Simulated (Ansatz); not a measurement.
Wires are cut from relaxed bulk C (Fd-3m, 5.69 Å³/atom, gap on the mesh 4.15 eV); atoms and period are relaxed, and energies count from that bulk.

Level of theory: DFT PBE, scalar-relativistic, plane waves, PAW in Ansatz.

Cutoff 420 eV, Gaussian smearing of 0.05 eV, energies at zero smearing, symmetry of each start kept, collinear spin where a moment is listed.

```csv
start,atoms,k mesh,excess energy (eV per host atom),line energy (eV/Å),period (Å),gap on the mesh (eV),size of the moment (μB per cell),highest filled level or Fermi level under vacuum (eV)
"[110] wire, 13 host atoms a period*",13,1×1×13,1.120,5.968,2.440,0,0.00,-
"[110] wire, 15 host atoms a period*",15,1×1×13,0.814,4.980,2.451,0.62,0.00,5.05
```

* ends far from its start.

An odd mesh misses points on the zone edge, so a gap read on it can be too wide.

Each run keeps its start's symmetry and one magnetic start, so lower states can exist.

Cost: 2 runs of about 57 core-minutes in all, on Intel Xeon Platinum 8375C (Ice Lake) (shared hosts).